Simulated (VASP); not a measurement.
Here is a VASP 6.6.1 calculation.

INCAR

```
ALGO = Normal ; EDIFF = 1E-7
EDIFFG = -0.002 ; ENCUT = 520
GGA = PE ; IBRION = 2
ISIF = 3 ; ISMEAR = 0
IVDW = 12 ; LASPH = T
LCHARG = F ; LREAL = F
LWAVE = F ; NELM = 60
NSW = 80 ; PREC = Accurate
SIGMA = 0.02
```

The input KPOINTS:

```
k-points
0
Gamma
  15 15 6
```

File POSCAR:

```
C                                       
1.0
    2.4663100884     -0.0000000000     -0.0000000000
   -1.2331550442      2.1358871885      0.0000000000
    0.0000000000     -0.0000000000      6.7220219887
  C             
     4
Direct
     0.0000000000000000    0.0000000000000000    0.7500000000000000
     0.0000000000000000    0.0000000000000000    0.2500000000000000
     0.3333333300000021    0.6666666699999979    0.7500000000000000
     0.6666666699999979    0.3333333300000021    0.2500000000000000
```

Potentials or basis: VASP PAW PBE potentials, release 64 (C).

Launch:

```console
$ cat potpaw_PBE.64/C/POTCAR > POTCAR
$ mpirun -np 1 vasp_std > vasp.out
```

Q: Predict the dispersion energy per atom.

A: -0.156 eV.

Q: What does it give for the band gap on the k mesh?

A: None (metal or under the smearing width).

Final structure:
```
C
1.0
     2.46631    0.00000    0.00000
    -1.23316    2.13589    0.00000
     0.00000    0.00000    6.72202
C
4
Cartesian
  0.0000 0.0000 5.0415
  0.0000 0.0000 1.6805
  0.0000 1.4239 5.0415
  1.2332 0.7120 1.6805
```

Caveat: the relaxation stopped at its first step, so nothing moved.
